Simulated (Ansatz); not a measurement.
## Gd, one cell by several methods

```
Gd
1.0
    -2.02500    2.02500    2.02500
     2.02500   -2.02500    2.02500
     2.02500    2.02500   -2.02500
Gd
1
Direct
  0.00000 0.00000 0.00000
```

The cell is COD entry 1522526, as deposited and not checked against the literature; nothing was relaxed.

Semilocal functionals without a Hubbard term describe localised f shells poorly; where the shell is localised, the real material differs.

The magnetic state is the one reached from the start moments; no search over orders was made, so it needn't be the ground state.

No spin–orbit coupling, which matters for the heavy atoms here.

All numbers are computed: DFT, PBE, PAW with Ansatz's default frozen-core files, scalar-relativistic (Ansatz 0.2.0); DFT, PBE, all-electron PAW with datasets made for the crystal, scalar-relativistic (Ansatz 0.2.0); DFT, PBE, all-electron LAPW, scalar-relativistic (Ansatz 0.2.0).

For PAW: a Γ-centred 14×14×14 k mesh, Fermi–Dirac smearing of 0.08 eV, cutoff 420 eV, spin-polarised from start moments Gd 7 μB. The crystal-made all-electron datasets (AE datasets) take a cutoff of 280 eV at this cell. LAPW targets a basis error of 0.5 meV/atom. The Ansatz runs share mesh, smearing and spin set-up. Plane-wave (PAW) pressures include the program's estimate of the Pulay term.

Stress and pressure are positive in compression.

Levels count from the Fermi level.

```tsv
quantity	PAW	AE datasets	LAPW
pressure (GPa)	0.16	0.16	0.16
moment of the cell (μB)	7.613	7.611	7.611
highest filled spin-up level at P (eV)	-0.345	-0.344	-0.344
lowest empty spin-up level at P (eV)	4.317	4.319	4.319
highest filled spin-up level at Γ (eV)	-4.576	-4.572	-4.572
lowest empty spin-up level at Γ (eV)	1.293	1.296	1.296
highest filled spin-up level at H (eV)	-1.905	-1.904	-1.903
lowest empty spin-up level at H (eV)	5.459	5.462	5.462
```

PAW's pressure differs from the LAPW value by about 0.01 GPa or less.
